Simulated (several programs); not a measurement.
SnS (started from an entry of an open crystallographic database), relaxed with r2SCAN+rVV10 in Ansatz, was computed with several methods. Space group Pnma (No. 62), orthorhombic; conventional cell a = 11.218 Å, b = 3.962 Å, c = 4.433 Å, 24.63 Å³ an atom. Around Sn lie 3 S at 2.63–2.64 Å; around S lie 3 Sn at 2.63–2.64 Å. Spin-unpolarised throughout.

```cif
data_structure
_symmetry_space_group_name_H-M 'Pnma'
_symmetry_Int_Tables_number 62
_cell_length_a 11.2185
_cell_length_b 3.9618
_cell_length_c 4.4335
_cell_angle_alpha 90.000
_cell_angle_beta 90.000
_cell_angle_gamma 90.000
_cell_volume 197.05
loop_
_atom_site_label
_atom_site_type_symbol
_atom_site_symmetry_multiplicity
_atom_site_Wyckoff_symbol
_atom_site_fract_x
_atom_site_fract_y
_atom_site_fract_z
_atom_site_occupancy
Sn1 Sn 4 c 0.11918 0.25000 0.12581 1
S1 S 4 c 0.84950 0.25000 0.48710 1
```

Gaps and times are for a single point on this cell; volume and bulk modulus come from each method's own relaxation or energy curve at fixed shape, which is too stiff where a cell has free coordinates or axes. Times are rough, from shared hosts (AMD EPYC 7R43 64-Core Processor; Intel Xeon Platinum 8488C), and each method has its own mesh and cell size. A double dagger marks a value from a curve with shape and coordinates held. PM6 (MOPAC), PM7 (MOPAC), GFN1-xTB (tblite) treat a cluster of cells at its zone centre, which samples few k points: where these miss a band edge, the gap comes out too large for that reason alone. Gaps from k meshes are read at a limited set of points (mesh, symmetry points, PBE's band edges), so each method's own least gap may be somewhat smaller. xTB and the PM methods were fitted mostly to molecules, and can miss a solid's gap by electronvolts. Minimal bases can be far off for gaps. Times of the plane-wave ladder aren't listed, since it ran on unlike processors and cards. Curves at held shape can't give the bulk modulus of a layered or molecular crystal, so none is listed. GLLB-SC's gap includes the derivative discontinuity. d marks a direct gap, i an indirect one (no mark: not told apart), a dash a value that wasn't computed or didn't pass its checks.

```
                              method              kind  gap (eV)  own volume (Å³/atom)  bulk modulus (GPa)  atoms computed  processor time
                          PBE-D3(BJ)         semilocal         –                 23.83                   –               8               –
                        r2SCAN+rVV10         semilocal         –                 24.63                   –               8               –
                              PBE-D4         semilocal         –                 23.87                   –               8               –
                   GFN1-xTB (tblite)     tight binding      1.53                     –                   –         cluster           3.8 s
light PBE (260 eV and a coarse mesh)  light plane-wave    0.81 i                     –                   –               8           4.2 s
                         PM7 (MOPAC)    semi-empirical      5.79                     –                   –         cluster           8.7 s
                         PM6 (MOPAC)    semi-empirical      4.98                     –                   –         cluster            11 s
                                 LDA         semilocal    0.79 i                     –                   –               8               –
                      PBE/SZV (CP2K)       small basis    0.70 i                25.61‡                   –               8            19 s
                                 PBE         semilocal    0.82 i                     –                   –               8               –
                              r2SCAN         semilocal    1.02 i                     –                   –               8               –
                     PBE/DZVP (CP2K)       small basis    0.81 i                26.02‡                   –               8            59 s
                             PBE+SOC         semilocal    0.81 i                     –                   –               8               –
                      GLLB-SC (GPAW)   model potential      1.41                     –                   –               8         2.3 min
                               HSE06            hybrid    1.19 i                     –                   –               8               –
                                PBE0            hybrid    1.71 i                     –                   –               8               –
                             r2SCANh            hybrid    1.35 i                     –                   –               8               –
                            DDH-PBE0            hybrid    1.06 i                     –                   –               8               –
```

Problem. How far from the measured values lie the methods that can be set against them?

Solution.
- Band gap, measured 1.16 eV: GFN1-xTB (tblite) +0.37 eV, light PBE (260 eV and a coarse mesh) -0.35 eV, PM7 (MOPAC) +4.63 eV, PM6 (MOPAC) +3.82 eV, LDA -0.37 eV, PBE/SZV (CP2K) -0.46 eV, PBE -0.34 eV, r2SCAN -0.14 eV, PBE/DZVP (CP2K) -0.35 eV, PBE+SOC -0.35 eV, GLLB-SC (GPAW) +0.25 eV, HSE06 +0.03 eV, PBE0 +0.55 eV, r2SCANh +0.19 eV, DDH-PBE0 -0.10 eV.
The calculations are for a static lattice; samples hold vibrations, temperature and, in optical gaps, excitons. A measured value is shown where most reports agree with it, and only for the quantities listed. Sources: 1.16 eV (fundamental indirect gap E0 (VBM on Gamma-X to CBM on Gamma-Y); 20 K; “Linear dichroism of the optical properties of SnS and SnSe van der Waals crystals”; indirect absorption onset from Tauc extrapolation; phonon energy not separated; 2024; arxiv:2409.17412).

Only the rows marked +SOC include spin-orbit coupling.
